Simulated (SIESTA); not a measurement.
**TiAl under changes of volume**

One of the cells (16.653 Å³/atom); the others are scaled copies at fixed shape and fractional positions:

```xyz
2
Lattice="2.8673 0.0000 0.0000 -1.4336 2.4831 0.0000 0.0000 0.0000 4.6781" Properties=species:S:1:pos:R:3 pbc="T T T"
Ti    0.0000    0.0000    0.0000
Al    0.0000    1.6554    2.3390
```

The cell comes from a database or a generator and needn't be the stable form of this composition.

| Quantity | Value |
| --- | --- |
| Program | SIESTA 5.4.2 |
| Functional | LDA |
| Potentials or basis | PseudoDojo 0.4 standard (LDA files) |
| Basis | DZP (energy shift 0.003 Ry; two zetas on semicore shells) |
| Grid cutoff | 800 Ry |
| Energy shift | 0.003 Ry |
| k mesh | 11 × 11 × 6 |
| Occupations | fermi-dirac, width 0.05 eV |
| Spin | no spin polarisation |

```csv
volume (Å³/atom),energy over the lowest point (meV/atom),pressure (GPa)
15.654,0.00,1.0
15.987,?,?
16.320,6.53,-3.8
16.653,16.64,-5.8
16.986,30.73,-7.6
17.320,48.47,-9.3
17.653,69.47,-10.8
```

Question: What does the run at 15.987 Å³/atom give?

Answer: Energy over the lowest point 0.82 meV/atom; pressure -1.5 GPa.

Worked out: A Birch-Murnaghan fit of order 3 (a polynomial in V^(-2/3)) to the other rows has its minimum at 15.76 Å³/atom with B0 = V·E''(V) = 118 GPa and B' = 3.7 at fixed shape and positions, which overstates the stiffness. It gives 0.84 meV/atom at 15.987 Å³/atom, against the run's 0.82, and -dE/dV = -1.6 GPa, against -1.5.

Energies are extrapolated to zero smearing.

Caveats: the basis of atomic orbitals isn't converged, which shifts pressures, moduli and gaps.
